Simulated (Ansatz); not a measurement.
# Mg under changes of volume

One of the cells (23.237 Å³/atom); the others are scaled copies at fixed shape and fractional positions:

```
Mg
1.0
     3.20930    0.00000    0.00000
    -1.60465    2.77934    0.00000
     0.00000    0.00000    5.21030
Mg
2
Direct
  0.66667 0.33333 0.75000
  0.33333 0.66667 0.25000
```

| Quantity | Value |
| --- | --- |
| Program | Ansatz 0.2.0 |
| Functional | PBE |
| Potentials or basis | Ansatz PAW |
| Cutoff | 420 eV (not typed: the program's choice for these potentials) |
| k mesh | 10 × 10 × 5 |
| Occupations | fermi-dirac, width 0.05 eV |
| Spin | no spin polarisation |

| volume (Å³/atom) | energy over the lowest point (meV/atom) | pressure (GPa) |
| --- | --- | --- |
| 21.843 | ? | ? |
| 22.308 | 2.06 | 1.1 |
| 22.772 | 0.00 | 0.3 |
| 23.237 | 0.11 | -0.4 |
| 23.702 | 2.17 | -1.0 |
| 24.167 | 6.00 | -1.6 |
| 24.631 | 11.41 | -2.1 |

Task: What does the run at 21.843 Å³/atom give?

Result: Energy over the lowest point 6.53 meV/atom; pressure 2.0 GPa.

Worked out: A Birch-Murnaghan fit of order 3 (a polynomial in V^(-2/3)) to the other rows has its minimum at 22.98 Å³/atom with B0 = V·E''(V) = 35 GPa and B' = 4.1 at fixed shape and positions, which overstates the stiffness. It gives 6.53 meV/atom at 21.843 Å³/atom, against the run's 6.53, and -dE/dV = 2.0 GPa, against 2.0.

Energies are extrapolated to zero smearing.
